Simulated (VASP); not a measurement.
# SiC (F-43m) in VASP: notebook

Runs on SiC. Level: PBE. Tasks: band structure, Born charges and dielectric tensor.

Program: VASP 6.6.1. These are calculated values, not measurements. Logs are shortened: lines on timing, memory, paths and dates and some standing lists are left out, and cuts for length are marked.

## 1. The crystal as given

The structure is cubic, space group F-43m (No. 216). The conventional cell has a = 4.437 Å, b = 4.437 Å, c = 4.437 Å, α = 90.00°, β = 90.00°, γ = 90.00°. Around Si (site symmetry -43m) lie 4 C at 1.92 Å. Around C (site symmetry -43m) lie 4 Si at 1.92 Å.

## 2. Band structure, PBE

File POSCAR:

```
SiC                                     
1.0
    0.0000000000      2.2186607717      2.2186607717
    2.2186607717      0.0000000000      2.2186607717
    2.2186607717      2.2186607717      0.0000000000
  Si              C             
     1     1
Direct
     0.0000000000000000    0.0000000000000000    0.0000000000000000
     0.2500000000000000    0.2500000000000000    0.2500000000000000
```

File INCAR.step1:

```
SYSTEM = SiC
PREC     = Accurate       ! precision mode
ENCUT    = 520            ! plane-wave cutoff, eV
EDIFF    = 1E-7           ! SCF threshold, eV
ISMEAR   = 0              ! smearing method
SIGMA    = 0.02           ! smearing width, eV
LREAL    = .FALSE.        ! projectors in reciprocal space
LASPH    = .TRUE.         ! aspherical terms in the spheres
NELM     = 100            ! most SCF steps
ALGO     = Normal         ! electronic algorithm
ISIF     = 2              ! what is computed and relaxed
LWAVE    = .FALSE.        ! write WAVECAR
LCHARG   = .TRUE.         ! write CHGCAR
GGA      = PE             ! functional
```

File KPOINTS.step1:

```
Automatic mesh
0
G
  2 2 2
  0 0 0
```

File INCAR.step2:

```
SYSTEM = SiC
PREC     = Accurate       ! precision mode
ENCUT    = 520            ! plane-wave cutoff, eV
EDIFF    = 1E-7           ! SCF threshold, eV
ISMEAR   = 0              ! smearing method
SIGMA    = 0.05           ! smearing width, eV
LREAL    = .FALSE.        ! projectors in reciprocal space
LASPH    = .TRUE.         ! aspherical terms in the spheres
NELM     = 100            ! most SCF steps
ALGO     = Normal         ! electronic algorithm
ISIF     = 2              ! what is computed and relaxed
LWAVE    = .FALSE.        ! write WAVECAR
LCHARG   = .FALSE.        ! write CHGCAR
GGA      = PE             ! functional
ICHARG   = 11             ! starting density
```

File KPOINTS.step2:

```
path GXWKGLUWLK,UX
20
line-mode
reciprocal
 0.0000000000  0.0000000000  0.0000000000  G
 0.5000000000  0.0000000000  0.5000000000  X

 0.5000000000  0.0000000000  0.5000000000  X
 0.5000000000  0.2500000000  0.7500000000  W

 0.5000000000  0.2500000000  0.7500000000  W
 0.3750000000  0.3750000000  0.7500000000  K

 0.3750000000  0.3750000000  0.7500000000  K
 0.0000000000  0.0000000000  0.0000000000  G

 0.0000000000  0.0000000000  0.0000000000  G
 0.5000000000  0.5000000000  0.5000000000  L

 0.5000000000  0.5000000000  0.5000000000  L
 0.6250000000  0.2500000000  0.6250000000  U

 0.6250000000  0.2500000000  0.6250000000  U
 0.5000000000  0.2500000000  0.7500000000  W

 0.5000000000  0.2500000000  0.7500000000  W
 0.5000000000  0.5000000000  0.5000000000  L

 0.5000000000  0.5000000000  0.5000000000  L
 0.3750000000  0.3750000000  0.7500000000  K

 0.6250000000  0.2500000000  0.6250000000  U
 0.5000000000  0.0000000000  0.5000000000  X
```

Potentials or basis: VASP PAW PBE potentials, release 64 (Si, C).

Command:

```sh
$ cat potpaw_PBE.64/Si/POTCAR potpaw_PBE.64/C/POTCAR > POTCAR
$ cp INCAR.step1 INCAR
$ cp KPOINTS.step1 KPOINTS
$ mpirun -np 1 vasp_std > vasp.out
$ cp INCAR.step2 INCAR
$ cp KPOINTS.step2 KPOINTS
$ mpirun -np 1 vasp_std > vasp.out
```

OUTCAR:

```text
SYSTEM = SiC
   PREC = Accurate
   ENCUT = 520
   EDIFF = 1E-7
   ISMEAR = 0
   LREAL = .FALSE.
   LASPH = .TRUE.
   NELM = 100
   ISIF = 2
   GGA = PE
   ICHARG = 11

 ion  position               nearest neighbor table
   1  0.000  0.000  0.000-   2 1.92   2 1.92   2 1.92   2 1.92
   2  0.250  0.250  0.250-   1 1.92   1 1.92   1 1.92   1 1.92

  LATTYP: Found a face centered cubic cell.
 ALAT       =     4.4373215434

  Lattice vectors:

 A1 = (   0.0000000000,   2.2186607717,   2.2186607717)
 A2 = (   2.2186607717,   0.0000000000,   2.2186607717)
 A3 = (   2.2186607717,   2.2186607717,   0.0000000000)

Analysis of symmetry for initial positions (statically):
=====================================================================
 Subroutine PRICEL returns:
 Original cell was already a primitive cell.

 Routine SETGRP: Setting up the symmetry group for a
 face centered cubic supercell.

 Subroutine GETGRP returns: Found 24 space group operations
 (whereof 24 operations were pure point group operations)
 out of a pool of 48 trial point group operations.

The static configuration has the point symmetry T_d .

Analysis of symmetry for dynamics (positions and initial velocities):
=====================================================================
 Subroutine PRICEL returns:
 Original cell was already a primitive cell.

 Routine SETGRP: Setting up the symmetry group for a
 face centered cubic supercell.

 Subroutine GETGRP returns: Found 24 space group operations
 (whereof 24 operations were pure point group operations)
 out of a pool of 48 trial point group operations.

The dynamic configuration has the point symmetry T_d .

 Subroutine INISYM returns: Found 24 space group operations
 (whereof 24 operations are pure point group operations),
 and found     1 'primitive' translations

----------------------------------------------------------------------------------------

                                     Primitive cell

  volume of cell :      21.8425

  direct lattice vectors                    reciprocal lattice vectors
     0.000000000  2.218660772  2.218660772    -0.225361176  0.225361176  0.225361176
     2.218660772  0.000000000  2.218660772     0.225361176 -0.225361176  0.225361176
     2.218660772  2.218660772  0.000000000     0.225361176  0.225361176 -0.225361176

  length of vectors
     3.137660154  3.137660154  3.137660154     0.390337006  0.390337006  0.390337006

  position of ions in fractional coordinates (direct lattice)
     0.000000000  0.000000000  0.000000000
     0.250000000  0.250000000  0.250000000

  ion indices of the primitive-cell ions
   primitive index   ion index
                 1           1
                 2           2

----------------------------------------------------------------------------------------

 KPOINTS: path GXWKGLUWLK,UX

Interpolating k-points between supplied coordinates.

 Line segments in fractional coordinates (reciprocal lattice):
    0.000000  0.000000  0.000000  ...  0.500000  0.000000  0.500000
    0.500000  0.000000  0.500000  ...  0.500000  0.250000  0.750000
    0.500000  0.250000  0.750000  ...  0.375000  0.375000  0.750000
    0.375000  0.375000  0.750000  ...  0.000000  0.000000  0.000000
    0.000000  0.000000  0.000000  ...  0.500000  0.500000  0.500000
    0.500000  0.500000  0.500000  ...  0.625000  0.250000  0.625000
    0.625000  0.250000  0.625000  ...  0.500000  0.250000  0.750000
    0.500000  0.250000  0.750000  ...  0.500000  0.500000  0.500000
    0.500000  0.500000  0.500000  ...  0.375000  0.375000  0.750000
    0.625000  0.250000  0.625000  ...  0.500000  0.000000  0.500000

 Generated    20 points on each line segment, for a total of    200 k-points:

 Following reciprocal coordinates:
            Coordinates               Weight
  0.000000  0.000000  0.000000      0.005000
  0.026316  0.000000  0.026316      0.005000
  0.052632  0.000000  0.052632      0.005000
  0.078947  0.000000  0.078947      0.005000
  0.105263  0.000000  0.105263      0.005000
  0.131579  0.000000  0.131579      0.005000
[... 16 lines left out ...]
  0.500000  0.026316  0.526316      0.005000
  0.500000  0.039474  0.539474      0.005000
 [... further k-points ...]
   k-points           NKPTS =    200   k-points in BZ     NKDIM =    200   number of bands    NBANDS=      8
   number of dos      NEDOS =    301   number of ions     NIONS =      2
   total plane-waves  NPLWV =  13824
   dimension x,y,z NGX =    24 NGY =   24 NGZ =   24
   dimension x,y,z NGXF=    48 NGYF=   48 NGZF=   48
   ions per type =               1   1
   NGX,Y,Z   is equivalent  to a cutoff of  12.72, 12.72, 12.72 a.u.
   NGXF,Y,Z  is equivalent  to a cutoff of  25.43, 25.43, 25.43 a.u.
 SYSTEM =  SiC
   PREC   = accura    normal or accurate (medium, high low for compatibility)
   ISTART =      0    job   : 0-new  1-cont  2-samecut
   ICHARG =     11    charge: 1-file 2-atom 10-const
   ISPIN  =      1    spin polarized calculation?
   LNONCOLLINEAR =      F non collinear calculations
   LSORBIT =      F    spin-orbit coupling
   LASPH  =      T    aspherical Exc in radial PAW
   ENCUT  =  520.0 eV  38.22 Ry    6.18 a.u.   5.83  5.83  5.83*2*pi/ulx,y,z
   NELM   =    100;   NELMIN=  2; NELMDL=  0     # of ELM steps
   EDIFF  = 0.1E-06   stopping-criterion for ELM
   LREAL  =      F    real-space projection
   EDIFFG = 0.1E-05   stopping-criterion for IOM
   NSW    =      0    number of steps for IOM
   IBRION =     -1    ionic relax: 0-MD 1-quasi-New 2-CG
   NFREE  =      0    steps in history (QN), initial steepest desc. (CG)
   ISIF   =      2    stress and relaxation
   ISYM   =      2    0-nonsym 1-usesym 2-fastsym
   POTIM  = 0.5000    time-step for ionic-motion
   TEBEG  =    0.0;   TEEND  =   0.0 temperature during run
   PSTRESS=    0.0 pullay stress
   NELECT =       8.0000    total number of electrons
   NUPDOWN=      -1.0000    fix difference up-down
   EMIN   =  10.00;   EMAX   =-10.00  energy-range for DOS
   EFERMI =   0.00;   METHOD = LEGACY
   ISMEAR =     0;   SIGMA  =   0.05  broadening in eV -4-tet -1-fermi 0-gaus
   EFERMI_NEDOS =   21; number of points for ismear=-14 and -15
   IALGO  =     38    algorithm
   IMIX   =      4    mixing-type and parameters
     AMIX     =   0.40;   BMIX     =  1.00
     AMIX_MAG =   1.60;   BMIX_MAG =  1.00
  volume/ion in A,a.u.               =      10.92        73.70
  Fermi-wavevector in a.u.,A,eV,Ry     =   1.171307  2.213449 18.666637  1.371959
  Thomas-Fermi vector in A             =   2.307752
   LORBIT       =      0    0 simple, 1 ext, 2 COOP (PROOUT), +10 PAW based schemes
   GGA     = PE    functional components
   LHFCALC =     F    Hartree Fock is set to
   AEXX    =    0.0000 exact exchange contribution
   IVDW    =     0    specifies the selected vdW correction
   LEPSILON=     F    determine dielectric tensor
   LRPA    =     F    only Hartree local field effects (RPA)
 non-spin polarized calculation
 Gauss-broadening in eV      SIGMA  =   0.05
  energy-cutoff  :      520.00
  volume of cell :       21.84
 maximum number of plane-waves:       609
 NGX is ok and might be reduce to    24

 number of electron       8.0000001 magnetization

 Free energy of the ion-electron system (eV)
  ---------------------------------------------------
  ext. energy  EPLUGINS =         0.00000000
  ---------------------------------------------------
  free energy    TOTEN  =       -15.57340289 eV

  energy without entropy =      -15.57340289  energy(sigma->0) =      -15.57340289

 E-fermi :   8.3283     XC(G=0): -10.9618

 val. band max:        8.0490210020   @ k =   0.0000   0.0000   0.0000
 cond. band min:       9.0476473147   @ k =   0.5000   0.0000   0.5000
 fundamental gap:      0.9986263127
 Fermi energy:         8.3283318656

 k-point     1 :       0.0000    0.0000    0.0000
  band No.  band energies     occupation
      1      -7.1713      2.00000
      2       8.0490      2.00000
      3       8.0490      2.00000
      4       8.0490      2.00000
      5      13.5877      0.00000
      6      14.5325      0.00000
      7      14.5325      0.00000
      8      14.5325      0.00000

 k-point     2 :       0.0263    0.0000    0.0263
  band No.  band energies     occupation
      1      -7.1537      2.00000
      2       7.9854      2.00000
      3       8.0097      2.00000
      4       8.0097      2.00000
      5      13.6472      0.00000
      6      14.4836      0.00000
      7      14.5879      0.00000
      8      14.5879      0.00000

 k-point     3 :       0.0526    0.0000    0.0526
  band No.  band energies     occupation
      1      -7.1011      2.00000
      2       7.8036      2.00000
      3       7.8965      2.00000
      4       7.8965      2.00000
      5      13.8073      0.00000
      6      14.3478      0.00000
      7      14.7492      0.00000
      8      14.7492      0.00000

 k-point     4 :       0.0789    0.0000    0.0789
  band No.  band energies     occupation
      1      -7.0134      2.00000
      2       7.5249      2.00000
      3       7.7215      2.00000
      4       7.7215      2.00000
      5      13.9487      0.00000
      6      14.2247      0.00000
      7      15.0034      0.00000
      8      15.0034      0.00000

 k-point     5 :       0.1053    0.0000    0.1053
  band No.  band energies     occupation
      1      -6.8910      2.00000
      2       7.1737      2.00000
      3       7.5005      2.00000
      4       7.5005      2.00000
      5      13.7424      0.00000
      6      14.4118      0.00000
      7      15.3336      0.00000
      8      15.3336      0.00000
[... 177 lines left out ...]
 k-point    22 :       0.5000    0.0132    0.5132
  band No.  band energies     occupation
      1      -2.2279      2.00000
      2       0.1264      2.00000
      3       4.7851      2.00000
      4       4.7876      2.00000
      5       9.0721      0.00000
      6      11.8167      0.00000
      7      21.2421      0.00000
      8      21.2681      0.00000

 k-point    23 :       0.5000    0.0263    0.5263
  band No.  band energies     occupation
      1      -2.2236      2.00000
      2       0.1364      2.00000
      3       4.7413      2.00000
      4       4.7505      2.00000
      5       9.1444      0.00000
      6      11.8803      0.00000
      7      21.1546      0.00000
      8      21.2703      0.00000

 k-point    24 :       0.5000    0.0395    0.5395
  band No.  band energies     occupation
      1      -2.2166      2.00000
      2       0.1530      2.00000
      3       4.6720      2.00000
      4       4.6905      2.00000
      5       9.2611      0.00000
      6      11.9845      0.00000
      7      21.0173      0.00000
      8      21.2817      0.00000

 [... further k-points ...]

------------------------ aborting loop because EDIFF is reached ----------------------------------------

  FORCE on cell =-STRESS in cart. coord.  units (eV):
  Direction    XX          YY          ZZ          XY          YZ          ZX
  --------------------------------------------------------------------------------------
  -------------------------------------------------------------------------------------
  Total       -3.4582899     -3.4582899     -3.4582899      0.0000000      0.0000000     -0.0000000
  in kB     -253.6700970   -253.6700970   -253.6700970      0.0000000      0.0000000     -0.0000000
  external PRESSURE =    -253.6700970 kB  Pullay stress =       0.0000000 kB

 VOLUME and BASIS-vectors are now :
 -----------------------------------------------------------------------------
  energy-cutoff  :      520.00
  volume of cell :       21.84
      direct lattice vectors                 reciprocal lattice vectors
     0.000000000  2.218660772  2.218660772    -0.225361176  0.225361176  0.225361176
     2.218660772  0.000000000  2.218660772     0.225361176 -0.225361176  0.225361176
     2.218660772  2.218660772  0.000000000     0.225361176  0.225361176 -0.225361176

 POSITION                                       TOTAL-FORCE (eV/Angst)
 -----------------------------------------------------------------------------------
      0.00000      0.00000      0.00000        -0.000000     -0.000000     -0.000000
      1.10933      1.10933      1.10933         0.000000      0.000000      0.000000
 -----------------------------------------------------------------------------------
    total drift:                                0.000000      0.000000      0.000000

  FREE ENERGIE OF THE ION-ELECTRON SYSTEM (eV)
  ---------------------------------------------------
  free  energy   TOTEN  =       -15.5734028886 eV

  energy  without entropy=      -15.5734028886  energy(sigma->0) =      -15.57340289
```

Run time: 12 s. Hardware: 1 thread of Intel Xeon Platinum 8488C (Sapphire Rapids), shared host; peak memory 0.15 GiB.

What came out:

| Item | Value |
| --- | --- |
| Band gap on the k mesh | 1.00 eV, indirect (least direct gap 4.25 eV) |
| Band gap along the path | 1.00 eV, indirect (least direct gap 4.25 eV) |

Levels at the corners of the path, in eV from the valence-band top:
| point | band 1 | band 2 | band 3 | band 4 | band 5 | band 6 | band 7 | band 8 |
| --- | --- | --- | --- | --- | --- | --- | --- | --- |
| Γ | -15.22 | 0.00 | 0.00 | 0.00 | 5.54 | 6.48 | 6.48 | 6.48 |
| X | -10.28 | -7.93 | -3.25 | -3.25 | 1.00 | 3.75 | 13.22 | 13.26 |
| X | -10.28 | -7.93 | -3.25 | -3.25 | 1.00 | 3.75 | 13.22 | 13.26 |
| W | -10.05 | -7.24 | -4.96 | -4.76 | 4.93 | 8.62 | 8.73 | 9.19 |
| W | -10.05 | -7.24 | -4.96 | -4.76 | 4.93 | 8.62 | 8.73 | 9.19 |
| K | -10.29 | -7.45 | -5.55 | -2.66 | 2.69 | 7.21 | 11.10 | 11.68 |
| K | -10.29 | -7.45 | -5.55 | -2.66 | 2.69 | 7.21 | 11.10 | 11.68 |
| Γ | -15.22 | 0.00 | 0.00 | 0.00 | 5.54 | 6.48 | 6.48 | 6.48 |
| Γ | -15.22 | 0.00 | 0.00 | 0.00 | 5.54 | 6.48 | 6.48 | 6.48 |
| L | -11.75 | -8.55 | -1.10 | -1.10 | 4.68 | 6.56 | 6.56 | 9.59 |
| L | -11.75 | -8.55 | -1.10 | -1.10 | 4.68 | 6.56 | 6.56 | 9.59 |
| U | -10.29 | -7.45 | -5.55 | -2.66 | 2.69 | 7.21 | 11.10 | 11.68 |
| U | -10.29 | -7.45 | -5.55 | -2.66 | 2.69 | 7.21 | 11.10 | 11.68 |
| W | -10.05 | -7.24 | -4.96 | -4.76 | 4.93 | 8.62 | 8.73 | 9.19 |
| W | -10.05 | -7.24 | -4.96 | -4.76 | 4.93 | 8.62 | 8.73 | 9.19 |
| L | -11.75 | -8.55 | -1.10 | -1.10 | 4.68 | 6.56 | 6.56 | 9.59 |
| L | -11.75 | -8.55 | -1.10 | -1.10 | 4.68 | 6.56 | 6.56 | 9.59 |
| K | -10.29 | -7.45 | -5.55 | -2.66 | 2.69 | 7.21 | 11.10 | 11.68 |
| U | -10.29 | -7.45 | -5.55 | -2.66 | 2.69 | 7.21 | 11.10 | 11.68 |
| X | -10.28 | -7.93 | -3.25 | -3.25 | 1.00 | 3.75 | 13.22 | 13.22 |

Caveat: the k mesh is coarse (spacing up to 1.23 Å⁻¹), so the values aren't converged; the log is that of the step along the path at fixed density, whose energy, stress, charges and moments have no meaning.

(Part 1 of 2 ends here.)
